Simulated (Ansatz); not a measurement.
**PbS under changes of volume**

One of the cells (26.686 Å³/atom); the others are scaled copies at fixed shape and fractional positions:

```
CELL_PARAMETERS angstrom
2.11266 1.21975 3.45192
-2.11266 1.21975 3.45192
0.00000 -2.43949 3.45192
ATOMIC_POSITIONS crystal
Pb 0.98057 0.98057 0.98057
S 0.47504 0.47504 0.47504
```

The cell is a database's computed one.

- Program: Ansatz 0.2.0
- Functional: PBE
- Potentials or basis: all-electron LAPW, scalar-relativistic
- Cutoff: 193 eV (chosen from the basis error)
- Basis error allowed: 0.0005 eV/atom
- k mesh: 8 × 8 × 8
- Occupations: fermi-dirac, width 0.05 eV
- Spin: no spin polarisation

```tsv
volume (Å³/atom)	energy over the lowest point (meV/atom)	pressure (GPa)	gap on the mesh (eV)	largest force (eV/Å)
25.085	29.50	4.9	0.23	0.053
25.618	15.59	3.4	0.31	0.041
26.152	6.34	2.1	0.38	0.029
26.686	1.28	0.9	0.45	0.019
27.220	0.00	-0.1	0.52	0.008
27.753	?	?	?	?
28.287	7.32	-2.0	0.63	0.011
```

Q: What does the run at 27.753 Å³/atom give?

A: Energy over the lowest point 2.13 meV/atom; pressure -1.1 GPa; gap on the mesh 0.58 eV; largest force 0.002 eV/Å.

Worked out: A Birch-Murnaghan fit of order 3 (a polynomial in V^(-2/3)) to the other rows has its minimum at 27.14 Å³/atom with B0 = V·E''(V) = 53 GPa and B' = 4.3 at fixed shape and positions, which overstates the stiffness. It gives 2.13 meV/atom at 27.753 Å³/atom, against the run's 2.13, and -dE/dV = -1.1 GPa, against -1.1. A straight line through the other rows of the gap, of slope 3.34 eV per unit of ln V (its deformation potential), gives 0.58 eV, against the run's 0.58.

Energies are extrapolated to zero smearing.

Caveats: spin-orbit coupling is left out, which as a rule narrows the gap of such compounds by several tenths of an eV.

A mesh can miss the band edges.
